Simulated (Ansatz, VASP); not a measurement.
# As (linear As chain) in two plane-wave programs, part 2 of 2

Wanted: the spread between two codes on one cell, functional and k mesh. The cell is taken from a series of runs on this material, whose earlier steps may have relaxed, scaled, displaced or heated it; both programs get it as it stands.

VASP 6.6.1 and Ansatz 0.2.0.

So far: Starting point; VASP: single point, RPBE, pair 1; Ansatz: single point, RPBE, pair 1; Side by side.

## (5) VASP: single point, RPBE, pair 2

Level of this step: RPBE, zero-moment start; plane waves and PAW (As) (VASP).

With cell and atoms fixed, the geometry can't cause a difference; cores, projectors, grids and the points listed under the comparison can. The cell compared in this pair holds 137.48 Å³, against 116.33 Å³ for the pair before.

INCAR reads:

```
SYSTEM = As
PREC = Accurate
ENCUT = 500
EDIFF = 1E-06
NELM = 200
ISMEAR = -1
SIGMA = 0.05
LREAL = .FALSE.
ALGO = Normal
GGA = RP
NBANDS = 9
ISPIN = 2
MAGMOM = 0
LORBIT = 11
LWAVE = .FALSE.
LCHARG = .FALSE.
ISIF = 2
LASPH = .TRUE.
GGA_COMPAT = .FALSE.
```

POSCAR reads:

```
As
1.0
    7.5000000000      0.0000000000      0.0000000000
    0.0000000000      7.5000000000      0.0000000000
    0.0000000000      0.0000000000      2.4441079254
As
1
Direct
    0.5000000000      0.5000000000      0.0000000000
```

KPOINTS reads:

```
Automatic mesh
0
Gamma
1 1 33
0 0 0
```

Potentials, in the order of the species: As (PBE family, release 64).

Launch:

```
$ mpirun -np 1 vasp_std
```

Numbers of over 12 decimals in the logs are rounded to 6 here.

Output:

```text
[banner, memory and clock lines left out]
running    1 mpi-ranks, on    1 nodes
[...]
[... a notice as in an earlier step ...]

 LDA part: xc-table for (Slater+PW92), standard interpolation
 POSCAR, INCAR and KPOINTS ok, starting setup
[...]
entering main loop
       N       E                     dE             d eps       ncg     rms          rms(c)
DAV:   1     0.208970106691E+02    0.20897E+02   -0.14091E+03   612   0.306E+02
DAV:   2    -0.188059995573E+01   -0.22778E+02   -0.18188E+02   804   0.521E+01
DAV:   3    -0.334838511457E+01   -0.14678E+01   -0.14659E+01   765   0.179E+01
DAV:   4    -0.336019050521E+01   -0.11805E-01   -0.11804E-01   763   0.195E+00
[...]
DAV:  13    -0.334696017492E+01   -0.14395E-04   -0.10999E-06   651   0.487E-03    0.491E-04
DAV:  14    -0.334696336118E+01   -0.31863E-05   -0.21337E-07   621   0.242E-03    0.314E-04
DAV:  15    -0.334696379381E+01   -0.43264E-06   -0.69836E-08   633   0.177E-03
   1 F= -.33469638E+01 E0= -.33444907E+01  d E =-.494612E-02  mag=    -0.0000
```

OUTCAR, selected parts (step 5):

```text
  Total        0.1163822      0.1163822     -2.1536568      0.0000000      0.0000000      0.0000000
  in kB        1.3562949      1.3562949    -25.0982923      0.0000000      0.0000000      0.0000000
  external PRESSURE =      -7.4619008 kB  Pullay stress =       0.0000000 kB

  FREE ENERGIE OF THE ION-ELECTRON SYSTEM (eV)
  ---------------------------------------------------
  free  energy   TOTEN  =        -3.3469637938 eV

  energy  without entropy=       -3.3420176775  energy(sigma->0) =       -3.34449074

 magnetization (x)
# of ion       s       p       d       tot
------------------------------------------
    1        0.000  -0.000  -0.000   0.000

[... 1 part as in an earlier step ...]

[... 3 further parts left out ...]
[key lines of the parts left out:]
E-fermi :  -3.6685
```

## (6) Ansatz: single point, RPBE, pair 2

The same cell, functional, mesh and smearing now go to Ansatz, which takes its cutoff from its data sets.

The cell is taken from a series of runs on this material, whose earlier steps may have relaxed, scaled, displaced or heated it; both programs get it as it stands.

input.yaml reads:

```yaml
crystal:
  lattice:
    - [7.5, 0.0, 0.0]
    - [0.0, 7.5, 0.0]
    - [0.0, 0.0, 2.4441079254]
  atoms:
    - { symbol: As, position: [0.5, 0.5, 0.0], spin: 0.3 }
magnetization:
  spin_polarized: true
kpoints:
  mp_grid: { grid: [1, 1, 33] }
scf:
  occupations: { method: fermi_dirac, width: 0.05 }
hamiltonian:
  xc: rpbe
output:
  transmission:
    e_range: [-2, 2]
    de: 0.035
    kmesh: [1, 1]
    reduced_basis: true
    leads: [[0, 0]]
  stress: true
```

Launch:

```
$ ansatz run input.yaml --threads 4 --pin off --max-ram 8192MiB --backend cpu --events-out ev --progress --plain --runs-dir out
```

Output:

```text
[...]
Crystal: 1 atoms, lattice volume = 137.481 Å³
Basis set: ecut = 420 eV, 2665 PW (Γ)
Bands: 12, of which v1, the nominal top of the filled ones, is band 8 counted from 1 (7 counted from 0)
Symmetry: 16 space group operations
[...]
k-points: 17 of 33
[...]
Starting moments: Σ|m| = 0.3 μB on 1 of 1 site
[...]
--- Transmission ---
  basis      : 497 plane waves across, 4 finite elements along
  points     : 1, standing for a mesh of 1 x 1
[...]
crystal 0  : As1, at the sites [0, 0], period 2.4441 Å: whole cells are its period
[...]
filled         : 25.1 meV under the level at which it is neutral
    channels       : 3.000000e0 up, 3.000000e0 down
[...]
[key lines of the parts left out:]
SCF converged after 13 iterations
Magnetization: 0.0000 μB (7.5000 up, 7.5000 down)
Free energy (F): -4861.014611 eV
Fermi energy:    -2.836859 eV
P = ⅓ Tr σ = -0.7659 GPa (-7.659 kbar)
```

## (7) Side by side

What differs besides the data sets and the points named for the pairs above, as far as they apply: the data sets hold 15 valence electrons in Ansatz (on its default PAW (the set named soft_2) files) and 5 in VASP. Total energies have different zeros and are not compared.

Both answers:

| quantity | Ansatz | VASP | difference |
| --- | --- | --- | --- |
| pressure (GPa) | -0.77 | -0.75 | -0.02 |

## (8) VASP: single point, RPBE, pair 3

With cell and atoms fixed, the geometry can't cause a difference; cores, projectors, grids and the points listed under the comparison can. The cell compared in this pair holds 121.62 Å³, against 137.48 Å³ for the pair before.

INCAR is that of step 5.

Changes to POSCAR since step 5:

```diff
@@ -4,3 +4,3 @@
     0.0000000000      7.5000000000      0.0000000000
-    0.0000000000      0.0000000000      2.4441079254
+    0.0000000000      0.0000000000      2.1620954725
 As
```

KPOINTS reads:

```
Automatic mesh
0
Gamma
1 1 38
0 0 0
```

Launch:

```
$ mpirun -np 1 vasp_std
```

Output:

```text
[... set-up lines as in an earlier step ...]
 entering main loop
       N       E                     dE             d eps       ncg     rms          rms(c)
DAV:   1     0.219991887797E+02    0.21999E+02   -0.15192E+03   720   0.315E+02
DAV:   2    -0.177735628125E+01   -0.23777E+02   -0.19221E+02   912   0.557E+01
DAV:   3    -0.317022032609E+01   -0.13929E+01   -0.13775E+01   879   0.180E+01
DAV:   4    -0.318218660205E+01   -0.11966E-01   -0.11965E-01   910   0.202E+00
[...]
DAV:  14    -0.313295731334E+01   -0.10105E-04   -0.84118E-07   802   0.501E-03    0.604E-04
DAV:  15    -0.313295862869E+01   -0.13154E-05   -0.23146E-07   760   0.341E-03    0.198E-04
DAV:  16    -0.313295864751E+01   -0.18819E-07   -0.16063E-08   811   0.125E-03
   1 F= -.31329586E+01 E0= -.31324627E+01  d E =-.991832E-03  mag=     0.0000
```

From OUTCAR (step 8):

```text
  Total        0.0950662      0.0950662      6.2974514      0.0000000      0.0000000      0.0000000
  in kB        1.2523890      1.2523890     82.9617711      0.0000000      0.0000000      0.0000000
  external PRESSURE =      28.4888497 kB  Pullay stress =       0.0000000 kB

 POSITION                                       TOTAL-FORCE (eV/Angst)
 -----------------------------------------------------------------------------------
      3.75000      3.75000      0.00000         0.000000      0.000000      0.000000
 -----------------------------------------------------------------------------------
    total drift:                                0.000000     -0.000000     -0.000000

  FREE ENERGIE OF THE ION-ELECTRON SYSTEM (eV)
  ---------------------------------------------------
  free  energy   TOTEN  =        -3.1329586475 eV

  energy  without entropy=       -3.1319668154  energy(sigma->0) =       -3.13246273

 magnetization (x)
# of ion       s       p       d       tot
------------------------------------------
    1       -0.000  -0.000  -0.000  -0.000

[... 1 part as in an earlier step ...]

[... 2 further parts left out ...]
[key lines of the parts left out:]
E-fermi :  -3.1542
```

## (9) Ansatz: single point, RPBE, pair 3

The same cell, functional, mesh and smearing now go to Ansatz, which takes its cutoff from its data sets.

The cell is taken from a series of runs on this material, whose earlier steps may have relaxed, scaled, displaced or heated it; both programs get it as it stands.

Changes to input.yaml since step 6:

```diff
@@ -4,3 +4,3 @@
     - [0.0, 7.5, 0.0]
-    - [0.0, 0.0, 2.4441079254]
+    - [0.0, 0.0, 2.1620954725]
   atoms:
@@ -10,3 +10,3 @@
 kpoints:
-  mp_grid: { grid: [1, 1, 33] }
+  mp_grid: { grid: [1, 1, 38] }
 scf:
```

Launch:

```
$ ansatz run input.yaml --threads 4 --pin off --max-ram 8192MiB --backend cpu --events-out ev --progress --plain --runs-dir out
```

Output:

```text
[...]
Crystal: 1 atoms, lattice volume = 121.618 Å³
Basis set: ecut = 420 eV, 2383 PW (Γ)
Bands: 12, of which v1, the nominal top of the filled ones, is band 8 counted from 1 (7 counted from 0)
Symmetry: 16 space group operations
[...]
k-points: 20 of 38
[...]
Starting moments: Σ|m| = 0.3 μB on 1 of 1 site
[...]
--- Transmission ---
  basis      : 497 plane waves across, 3 finite elements along
  points     : 1, standing for a mesh of 1 x 1
[...]
crystal 0  : As1, at the sites [0, 0], period 2.1621 Å: whole cells are its period
[...]
filled         : 45.4 meV over the level at which it is neutral
    channels       : 3.000000e0 up, 3.000000e0 down
[...]
[key lines of the parts left out:]
SCF converged after 12 iterations
Magnetization: 0.0000 μB (7.5000 up, 7.5000 down)
Free energy (F): -4860.814608 eV
Fermi energy:    -2.220480 eV
P = ⅓ Tr σ = 2.7494 GPa (27.494 kbar)
```

## (10) Differences

What differs besides the data sets and the points named for the pairs above, as far as they apply: the data sets hold 15 valence electrons in Ansatz (on its default PAW (the set named soft_2) files) and 5 in VASP. Total energies have different zeros and are not compared.

The two programs side by side:

| quantity | Ansatz | VASP | difference |
| --- | --- | --- | --- |
| pressure (GPa) | 2.75 | 2.85 | -0.10 |

## (11) Summary of results

- difference in pressure (single point, RPBE, pair 1): -0.14 GPa
- difference in pressure (single point, RPBE, pair 2): -0.020 GPa
- difference in pressure (single point, RPBE, pair 3): -0.099 GPa

**Reading.** The difference in pressure is -0.14 GPa (single point, RPBE, pair 1), within the 1 GPa picked in this series as the mark of a large difference. The data sets hold unlike numbers of valence electrons (15 in Ansatz and 5 in VASP), so part of the differences may come from the potentials. 5 further pairs of this series are not shown here. Such differences can come from data sets, numerical settings and the points named under the comparisons, not from the functional's error against experiment.

[Lines on the potential files, build, host, timing and source positions are cut from VASP's logs without a mark.]

[Logs are printed without paths, hosts, clocks, repeated set-up lines and the standing remarks that a program may print on its own settings, such as how far it seeks lower states.]

[Hosts, paths, dates, database ids (printed as entryN), source tags and the programs' standing remarks are cut or masked in the printed files.]
